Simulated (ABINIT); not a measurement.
Crystal: PtSe2 (Sudovikovite).

```xyz
3
Lattice="3.7240 0.0000 0.0000 -1.8620 3.2251 0.0000 0.0000 0.0000 5.0620" Properties=species:S:1:pos:R:3 pbc="T T T"
Pt    0.0000    0.0000    0.0000
Se    1.8620    1.0750    3.7965
Se    0.0000    2.1501    1.2655
```

Base run:

| Property | Result |
| --- | --- |
| Program | ABINIT 10.8.3 (patched build) |
| Functional | PBEsol |
| Potentials or basis | PseudoDojo NC SR PBEsol v0.4.1 standard |
| Cutoff | 1170 eV |
| k mesh | 8 × 8 × 5 |
| Occupations | fermi-dirac, width 0.05 eV |
| Spin | no spin polarisation |

Its results: band gap on the k mesh none (metal or under the smearing width); pressure 2.0 GPa; largest force 0.334 eV/Å.

**Question.** After a change of settings the same cell gave: band gap on the k mesh none (metal or under the smearing width); pressure 2.9 GPa; largest force 0.454 eV/Å. Which change was it?
A. functional from PBEsol to PBE; potentials or basis from PseudoDojo NC SR PBEsol v0.4.1 standard to Ansatz NC PBE
B. potentials or basis from PseudoDojo NC SR PBEsol v0.4.1 standard to PseudoDojo NC SR PBEsol v0.4 stringent; cutoff from 1170 eV to 1415 eV; valence electrons from 50 to 66
C. potentials or basis from PseudoDojo NC SR PBEsol v0.4.1 standard to JTH PAW PBE v2.0; cutoff from 1170 eV to 435 eV; valence electrons from 50 to 22

**Answer.** C.

Caveats: the PAW data sets were made with another functional, which shifts forces and pressure a little (some runs); the atomic spheres overlap (some runs).
